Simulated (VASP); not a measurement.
LiF (strained rocksalt): one r²SCAN single-point calculation in two programs

```xyz
2
Lattice="-0.0555 1.9993 1.9993 1.9993 -0.0555 1.9993 1.9993 1.9993 -0.0555" Properties=species:S:1:pos:R:3 pbc="T T T"
Li    0.0000    0.0000    0.0000
F     1.9715    1.9715    1.9715
```

The two codes use different PAW datasets and cutoffs. VASP's cell holds 10 valence electrons and Ansatz's 10. Ansatz's stress includes a Pulay correction; VASP's doesn't.

Cutoffs: 520 eV in VASP, 500 eV in Ansatz. k meshes: 10×10×10 and 10×10×10.

```tsv
	VASP	Ansatz
gap between bands v and c	9.94 eV	9.74 eV
least direct gap	9.94 eV	9.74 eV
pressure	-4.3 GPa	-3.3 GPa
```

Band v is the last that the valence electrons fill when counted band by band, and c is the next. Levels in eV from the top of v, Ansatz:

```
point    v−1      v      c    c+1
    Γ  -0.20   0.00   9.74  24.84
    X  -1.23  -0.99  15.68  17.27
    K  -1.61  -0.95  15.20  15.85
    L  -0.48  -0.48  11.45  18.09
    W  -2.11  -0.92  15.75  16.11
```

VASP:

| point | v−1 | v | c | c+1 |
| --- | --- | --- | --- | --- |
| Γ | -0.21 | 0.00 | 9.94 | 24.70 |
| X | -1.24 | -0.99 | 15.70 | 17.18 |
| K | -1.60 | -0.96 | 15.20 | 15.86 |
| L | -0.49 | -0.49 | 11.42 | 18.22 |
| W | -2.12 | -0.91 | 15.75 | 16.11 |
